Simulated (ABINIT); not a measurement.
WC (Qusongite):

```
W C
1.0
     2.90650    0.00000    0.00000
    -1.45325    2.51710    0.00000
     0.00000    0.00000    2.83660
W C
1 1
Cartesian
  0.0000 0.0000 0.0000
  1.4533 0.8390 1.4183
```

Base run:

| Item | Value |
| --- | --- |
| Program | ABINIT 10.8.3 (patched build) |
| Functional | LDA-PZ |
| Potentials or basis | JTH PAW LDA v2.0 |
| Cutoff | 544 eV |
| k mesh | 10 × 10 × 9 |
| Occupations | fermi-dirac, width 0.05 eV |
| Spin | spin-orbit coupling, no magnetisation |

Its results: band gap on the k mesh none (metal or under the smearing width); pressure -9.0 GPa.

Task: The run is repeated on the same cell with these changes: spin from spin-orbit coupling, no magnetisation to no spin polarisation. What comes out?

Result: Band gap on the k mesh none (metal or under the smearing width); pressure -9.6 GPa.

Caveats: spin-orbit coupling is left out, which moves the levels of the heavy elements (some runs).
